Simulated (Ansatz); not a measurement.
Born–Oppenheimer molecular dynamics of a periodic cell of 16 atoms, W (start crystal W, start structure bcc, volume 1.15 times the crystal's). It goes on from the last frame of an earlier run, with new velocities.

Theory: DFT PBE, scalar-relativistic, plane waves, PAW in Ansatz. Settings: cutoff 420 eV, k mesh 3x3x3, fermi-dirac smearing 0.17 eV, no spin polarisation.

* ensemble: NVE (velocity Verlet)
* time step: 9 fs
* steps asked: 90
* starting velocities drawn for: 1200 K
* seed: 689993

Frames 9 fs apart, positions in Å, forces in eV/Å.

Velocities at 450.0 fs (Å/ps):

```
W 0.80 -3.82 -2.95
W 0.54 1.03 3.44
W 1.29 -0.60 1.18
W 0.37 4.62 -3.25
W -0.56 -1.81 0.01
W 2.19 1.38 -1.75
W 2.06 0.50 0.72
W -0.29 -0.30 -0.36
W 3.02 -1.55 3.78
W -4.13 -1.11 -1.10
W 1.41 0.87 3.69
W 2.42 1.27 -0.06
W -0.42 -2.56 -3.04
W -3.41 2.32 -0.80
W -3.95 0.29 -0.07
W -1.34 -0.51 0.56
```

```xyz
16
Lattice="6.6214 0.0000 0.0000 0.0000 6.6214 0.0000 0.0000 0.0000 6.6214" Properties=species:S:1:pos:R:3:forces:R:3 time_fs=450.0 energy_less_start_eV=0.312 T=1042
W 0.077 0.067 0.063 -0.59 -0.17 -1.41
W 3.495 -0.198 0.102 -1.24 1.62 -0.66
W -0.041 3.399 -0.049 0.23 -1.01 0.82
W -0.146 0.019 3.059 1.20 -0.90 3.04
W 1.639 1.530 1.785 0.18 1.16 -1.18
W 3.263 3.138 -0.011 0.30 1.33 0.11
W 3.237 0.040 3.558 -0.06 -0.79 -1.62
W 4.958 1.588 1.696 0.07 0.68 -1.59
W 0.136 3.285 3.461 -0.58 0.88 -1.70
W 1.720 5.008 1.428 -0.44 -0.88 2.78
W 1.585 1.763 5.069 0.32 -1.26 -0.32
W 3.419 3.202 3.134 -1.65 2.32 0.59
W 5.039 4.903 1.569 -0.37 0.05 0.92
W 4.777 1.934 4.742 2.03 -2.83 2.59
W 1.613 5.033 5.140 0.31 -0.19 -2.08
W 4.958 5.017 4.982 0.29 0.00 -0.29
16
Lattice="6.6214 0.0000 0.0000 0.0000 6.6214 0.0000 0.0000 0.0000 6.6214" Properties=species:S:1:pos:R:3:forces:R:3 time_fs=459.0 energy_less_start_eV=0.609 T=891
W 0.083 0.033 0.034 -0.78 0.15 -1.10
W 3.497 -0.185 0.132 -1.38 1.40 -0.95
W -0.029 3.391 -0.037 0.16 -1.11 0.77
W -0.141 0.058 3.036 1.19 -1.41 3.19
W 1.635 1.516 1.782 0.34 1.33 -1.10
W 3.283 3.154 -0.027 0.07 1.39 0.43
W 3.255 0.043 3.561 -0.22 -0.80 -1.55
W 4.955 1.587 1.690 0.02 0.72 -1.59
W 0.162 3.273 3.491 -0.76 1.02 -1.91
W 1.681 4.996 1.424 -0.09 -0.75 2.79
W 1.598 1.768 5.102 0.29 -1.43 -0.65
W 3.437 3.219 3.134 -1.96 2.30 0.33
W 5.035 4.880 1.544 -0.34 0.36 1.22
W 4.751 1.949 4.740 2.39 -3.07 2.61
W 1.579 5.035 5.135 0.75 -0.19 -2.10
W 4.947 5.013 4.987 0.32 0.10 -0.39
16
Lattice="6.6214 0.0000 0.0000 0.0000 6.6214 0.0000 0.0000 0.0000 6.6214" Properties=species:S:1:pos:R:3:forces:R:3 time_fs=468.0 energy_less_start_eV=0.688 T=851
W 0.086 -0.002 -0.001 -0.97 0.47 -0.65
W 3.493 -0.167 0.158 -1.49 1.15 -1.19
W -0.016 3.379 -0.021 0.08 -1.15 0.65
W -0.130 0.092 3.027 1.10 -1.76 3.13
W 1.631 1.507 1.775 0.51 1.46 -0.99
W 3.304 3.175 -0.041 -0.17 1.37 0.69
W 3.273 0.042 3.558 -0.34 -0.73 -1.47
W 4.953 1.589 1.676 0.00 0.72 -1.40
W 0.185 3.265 3.514 -0.97 1.04 -2.00
W 1.643 4.981 1.432 0.28 -0.57 2.67
W 1.613 1.768 5.131 0.23 -1.50 -0.99
W 3.447 3.245 3.137 -2.01 2.01 0.27
W 5.029 4.859 1.523 -0.33 0.66 1.44
W 4.735 1.951 4.749 2.58 -3.10 2.35
W 1.547 5.036 5.121 1.21 -0.25 -2.03
W 4.937 5.008 4.990 0.31 0.17 -0.49
16
Lattice="6.6214 0.0000 0.0000 0.0000 6.6214 0.0000 0.0000 0.0000 6.6214" Properties=species:S:1:pos:R:3:forces:R:3 time_fs=477.0 energy_less_start_eV=0.541 T=925
W 0.084 -0.034 -0.038 -1.14 0.80 -0.11
W 3.483 -0.143 0.178 -1.54 0.90 -1.37
W -0.003 3.362 -0.003 -0.01 -1.10 0.46
W -0.114 0.118 3.031 0.93 -1.93 2.88
W 1.630 1.505 1.764 0.62 1.52 -0.83
W 3.324 3.202 -0.051 -0.41 1.25 0.84
W 3.289 0.039 3.548 -0.43 -0.59 -1.37
W 4.950 1.593 1.657 0.03 0.65 -1.04
W 0.203 3.262 3.528 -1.19 0.95 -1.99
W 1.606 4.963 1.451 0.65 -0.35 2.44
W 1.628 1.760 5.157 0.16 -1.46 -1.31
W 3.449 3.279 3.140 -1.82 1.47 0.39
W 5.021 4.840 1.509 -0.34 0.93 1.58
W 4.729 1.940 4.769 2.56 -2.91 1.88
W 1.520 5.037 5.098 1.63 -0.34 -1.85
W 4.928 5.005 4.990 0.28 0.20 -0.60
16
Lattice="6.6214 0.0000 0.0000 0.0000 6.6214 0.0000 0.0000 0.0000 6.6214" Properties=species:S:1:pos:R:3:forces:R:3 time_fs=486.0 energy_less_start_eV=0.229 T=1083
W 0.078 -0.062 -0.075 -1.23 1.09 0.45
W 3.467 -0.116 0.193 -1.50 0.67 -1.50
W 0.010 3.340 0.018 -0.10 -0.96 0.22
W -0.095 0.136 3.047 0.70 -1.93 2.48
W 1.632 1.510 1.749 0.66 1.49 -0.63
W 3.342 3.234 -0.058 -0.61 1.01 0.86
W 3.303 0.033 3.532 -0.48 -0.38 -1.24
W 4.948 1.601 1.633 0.10 0.52 -0.57
W 0.217 3.263 3.533 -1.42 0.77 -1.92
W 1.571 4.945 1.480 1.01 -0.10 2.10
W 1.645 1.747 5.177 0.08 -1.31 -1.59
W 3.442 3.320 3.145 -1.47 0.77 0.59
W 5.012 4.825 1.502 -0.33 1.16 1.64
W 4.735 1.916 4.796 2.39 -2.56 1.34
W 1.501 5.035 5.068 1.97 -0.44 -1.54
W 4.920 5.002 4.989 0.24 0.20 -0.68
16
Lattice="6.6214 0.0000 0.0000 0.0000 6.6214 0.0000 0.0000 0.0000 6.6214" Properties=species:S:1:pos:R:3:forces:R:3 time_fs=495.0 energy_less_start_eV=-0.166 T=1284
W 0.067 -0.087 -0.111 -1.23 1.30 0.95
W 3.444 -0.086 0.201 -1.38 0.47 -1.59
W 0.022 3.314 0.039 -0.19 -0.73 -0.05
W -0.072 0.146 3.074 0.44 -1.81 1.99
W 1.636 1.521 1.732 0.61 1.36 -0.36
W 3.358 3.271 -0.062 -0.75 0.65 0.75
W 3.315 0.025 3.511 -0.50 -0.13 -1.08
W 4.946 1.611 1.607 0.19 0.34 -0.05
W 0.224 3.267 3.530 -1.64 0.54 -1.81
W 1.541 4.925 1.519 1.32 0.16 1.67
W 1.661 1.728 5.190 -0.01 -1.07 -1.80
W 3.430 3.364 3.152 -1.08 0.04 0.76
W 5.002 4.816 1.501 -0.30 1.35 1.62
W 4.751 1.881 4.829 2.14 -2.13 0.84
W 1.490 5.032 5.031 2.17 -0.50 -1.11
W 4.914 5.000 4.984 0.22 0.15 -0.73
16
Lattice="6.6214 0.0000 0.0000 0.0000 6.6214 0.0000 0.0000 0.0000 6.6214" Properties=species:S:1:pos:R:3:forces:R:3 time_fs=504.0 energy_less_start_eV=-0.563 T=1487
W 0.050 -0.105 -0.142 -1.11 1.39 1.32
W 3.415 -0.053 0.202 -1.15 0.29 -1.64
W 0.034 3.285 0.060 -0.27 -0.43 -0.32
W -0.048 0.148 3.109 0.17 -1.61 1.47
W 1.643 1.537 1.713 0.47 1.13 -0.04
W 3.370 3.310 -0.062 -0.83 0.22 0.57
W 3.325 0.016 3.486 -0.49 0.13 -0.90
W 4.945 1.622 1.581 0.27 0.13 0.48
W 0.225 3.273 3.520 -1.84 0.29 -1.65
W 1.516 4.907 1.565 1.56 0.45 1.15
W 1.678 1.704 5.196 -0.11 -0.77 -1.92
W 3.413 3.409 3.163 -0.72 -0.65 0.82
W 4.990 4.812 1.508 -0.23 1.48 1.54
W 4.776 1.837 4.866 1.85 -1.65 0.42
W 1.488 5.027 4.989 2.20 -0.48 -0.59
W 4.908 4.999 4.976 0.23 0.08 -0.71
16
Lattice="6.6214 0.0000 0.0000 0.0000 6.6214 0.0000 0.0000 0.0000 6.6214" Properties=species:S:1:pos:R:3:forces:R:3 time_fs=513.0 energy_less_start_eV=-0.892 T=1655
W 0.028 -0.118 -0.168 -0.86 1.37 1.58
W 3.382 -0.020 0.197 -0.84 0.10 -1.62
W 0.045 3.254 0.080 -0.34 -0.08 -0.59
W -0.022 0.143 3.151 -0.09 -1.37 0.94
W 1.652 1.559 1.694 0.29 0.85 0.32
W 3.379 3.350 -0.060 -0.84 -0.25 0.38
W 3.333 0.008 3.456 -0.44 0.39 -0.71
W 4.945 1.634 1.556 0.30 -0.07 0.95
W 0.217 3.281 3.502 -1.97 0.03 -1.44
W 1.498 4.890 1.615 1.70 0.74 0.53
W 1.694 1.677 5.193 -0.22 -0.45 -1.94
W 3.392 3.450 3.177 -0.42 -1.26 0.79
W 4.978 4.814 1.521 -0.13 1.56 1.38
W 4.808 1.787 4.905 1.53 -1.16 0.05
W 1.495 5.020 4.945 2.06 -0.40 0.01
W 4.903 4.999 4.965 0.28 -0.01 -0.62
16
Lattice="6.6214 0.0000 0.0000 0.0000 6.6214 0.0000 0.0000 0.0000 6.6214" Properties=species:S:1:pos:R:3:forces:R:3 time_fs=522.0 energy_less_start_eV=-1.104 T=1763
W 0.003 -0.125 -0.187 -0.53 1.23 1.73
W 3.344 0.014 0.184 -0.47 -0.13 -1.52
W 0.054 3.223 0.097 -0.39 0.28 -0.82
W 0.002 0.133 3.196 -0.32 -1.11 0.42
W 1.662 1.584 1.676 0.10 0.53 0.64
W 3.384 3.390 -0.056 -0.81 -0.67 0.22
W 3.340 0.002 3.424 -0.36 0.62 -0.53
W 4.947 1.646 1.536 0.28 -0.25 1.35
W 0.202 3.288 3.478 -2.02 -0.20 -1.16
W 1.487 4.876 1.668 1.72 1.02 -0.16
W 1.709 1.648 5.182 -0.33 -0.11 -1.86
W 3.370 3.487 3.195 -0.16 -1.78 0.69
W 4.965 4.823 1.540 0.00 1.59 1.15
W 4.848 1.731 4.944 1.17 -0.64 -0.33
W 1.511 5.011 4.901 1.77 -0.27 0.64
W 4.900 4.998 4.952 0.36 -0.12 -0.46
16
Lattice="6.6214 0.0000 0.0000 0.0000 6.6214 0.0000 0.0000 0.0000 6.6214" Properties=species:S:1:pos:R:3:forces:R:3 time_fs=531.0 energy_less_start_eV=-1.168 T=1796
W -0.024 -0.126 -0.199 -0.16 1.03 1.83
W 3.305 0.048 0.166 -0.08 -0.41 -1.34
W 0.062 3.193 0.111 -0.41 0.64 -1.01
W 0.026 0.117 3.244 -0.52 -0.83 -0.09
W 1.673 1.611 1.661 -0.07 0.20 0.89
W 3.386 3.426 -0.051 -0.74 -0.99 0.12
W 3.344 -0.001 3.389 -0.24 0.81 -0.34
W 4.949 1.656 1.521 0.23 -0.38 1.65
W 0.178 3.295 3.450 -1.98 -0.38 -0.82
W 1.484 4.867 1.720 1.62 1.24 -0.91
W 1.723 1.619 5.163 -0.46 0.24 -1.72
W 3.348 3.515 3.215 0.08 -2.21 0.57
W 4.952 4.838 1.563 0.14 1.54 0.86
W 4.892 1.673 4.981 0.75 -0.12 -0.72
W 1.534 5.001 4.859 1.39 -0.14 1.27
W 4.898 4.996 4.936 0.46 -0.24 -0.24
16
Lattice="6.6214 0.0000 0.0000 0.0000 6.6214 0.0000 0.0000 0.0000 6.6214" Properties=species:S:1:pos:R:3:forces:R:3 time_fs=540.0 energy_less_start_eV=-1.089 T=1757
W -0.052 -0.124 -0.203 0.20 0.77 1.92
W 3.265 0.079 0.141 0.31 -0.73 -1.08
W 0.068 3.166 0.120 -0.43 0.99 -1.15
W 0.047 0.099 3.291 -0.67 -0.56 -0.58
W 1.683 1.639 1.649 -0.20 -0.11 1.00
W 3.385 3.458 -0.046 -0.66 -1.19 0.08
W 3.348 -0.001 3.353 -0.11 0.94 -0.15
W 4.953 1.665 1.514 0.18 -0.44 1.83
W 0.145 3.300 3.418 -1.84 -0.47 -0.46
W 1.487 4.863 1.768 1.44 1.37 -1.65
W 1.734 1.591 5.137 -0.57 0.59 -1.54
W 3.325 3.534 3.238 0.30 -2.53 0.42
W 4.939 4.861 1.591 0.25 1.40 0.52
W 4.939 1.614 5.015 0.30 0.39 -1.07
W 1.564 4.991 4.823 0.95 -0.07 1.87
W 4.898 4.994 4.920 0.55 -0.37 0.02
16
Lattice="6.6214 0.0000 0.0000 0.0000 6.6214 0.0000 0.0000 0.0000 6.6214" Properties=species:S:1:pos:R:3:forces:R:3 time_fs=549.0 energy_less_start_eV=-0.903 T=1663
W -0.080 -0.118 -0.199 0.53 0.46 2.02
W 3.227 0.108 0.112 0.67 -1.07 -0.76
W 0.072 3.143 0.125 -0.45 1.29 -1.26
W 0.065 0.077 3.335 -0.77 -0.30 -1.05
W 1.693 1.666 1.642 -0.28 -0.39 0.97
W 3.381 3.486 -0.040 -0.58 -1.27 0.10
W 3.351 0.003 3.316 0.01 0.98 0.06
W 4.957 1.672 1.514 0.14 -0.43 1.87
W 0.104 3.304 3.384 -1.58 -0.47 -0.11
W 1.497 4.865 1.809 1.20 1.39 -2.27
W 1.744 1.565 5.104 -0.67 0.96 -1.34
W 3.304 3.543 3.263 0.48 -2.70 0.24
W 4.928 4.889 1.621 0.35 1.16 0.13
W 4.988 1.557 5.045 -0.17 0.92 -1.35
W 1.597 4.980 4.795 0.50 -0.04 2.43
W 4.900 4.990 4.903 0.62 -0.47 0.31
```

Of the whole run (810 fs, mean temperature of the second half 1398 K): The conserved energy stayed within 1.1 meV per atom of its start (net change -0.49 meV per atom), so the integration is sound. A run of 0.81 ps of so small a system gives no equilibrium averages. Limits of this set-up: coarse k mesh.

Time of the run: 23 min on 4 threads of Arm Neoverse V2 (shared host), peak memory 1.6 GiB.
